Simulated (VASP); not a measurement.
Runs of VASP 6.6.1 on InPd. The structure is cubic, space group Pm-3m (No. 221). The conventional cell has a = 3.272 Å, b = 3.272 Å, c = 3.272 Å, α = 90.00°, β = 90.00°, γ = 90.00°. In (site symmetry m-3m) is surrounded by 8 Pd at 2.83 Å. Pd (site symmetry m-3m) is surrounded by 8 In at 2.83 Å. The cell comes from a database or a generator and needn't be the stable form of this composition.

| task | level | spin | cell | k mesh | cutoff (eV) | smearing | gap on the mesh (eV) | pressure (GPa) | relaxed volume (Å³/atom) |
| --- | --- | --- | --- | --- | --- | --- | --- | --- | --- |
| band structure | rSCAN | off | as given | 8 × 8 × 8 | 520 | fermi-dirac 0.05 eV | - | (b) | - |
| relaxation of cell and atoms | RPBE | off | relaxed | 8 × 8 × 8 | 600 | fermi-dirac 0.05 eV | none | 0.0 | 18.59 |
| band structure | SCAN | SOC, no magnetisation | as given | 6 × 6 × 6 | 520 | fermi-dirac 0.05 eV | - | -1.7 | - |
| single point | PBE | off | as given | 8 × 8 × 8 | 520 | gaussian 0.012 eV | none | 3.8 | - |
| band structure | r2SCAN | off | as given | 8 × 8 × 8 | 520 | fermi-dirac 0.05 eV | - | 0.0 | - |
| band structure | RPBE | off | as given | 8 × 8 × 8 | 520 | fermi-dirac 0.05 eV | - | (a) | - |
| relaxation of cell and atoms | revPBE | off | relaxed | 8 × 8 × 8 | 600 | fermi-dirac 0.05 eV | none | 0.0 | (c) |
| band structure | PW91 | off | as given | 8 × 8 × 8 | 520 | fermi-dirac 0.05 eV | - | 4.2 | - |
| single point | PBE | off | as given | 8 × 8 × 8 | 520 | gaussian 0.011 eV | none | 3.8 | - |
| band structure | PBEsol | SOC, no magnetisation | as given | 6 × 6 × 6 | 520 | fermi-dirac 0.05 eV | - | -2.7 | - |
| band structure | revPBE | off | as given | 8 × 8 × 8 | 520 | fermi-dirac 0.05 eV | - | 6.2 | - |

Alike in all rows: potentials or basis VASP PAW PBE potentials, release 64 (In_d, Pd).

**Question.** Fill in the values left out.

**Answer.** (a) 7.2; (b) -0.3; (c) 18.43.

Caveats: the PAW data sets were made with another functional, which shifts forces and pressure a little (some runs); spin-orbit coupling is left out, which moves the levels of the heavy elements (some runs).

A k mesh can miss the band edges, and rows without SOC leave out spin-orbit coupling on In, Pd.

A gap of «none» marks a metal or a gap under the smearing width.
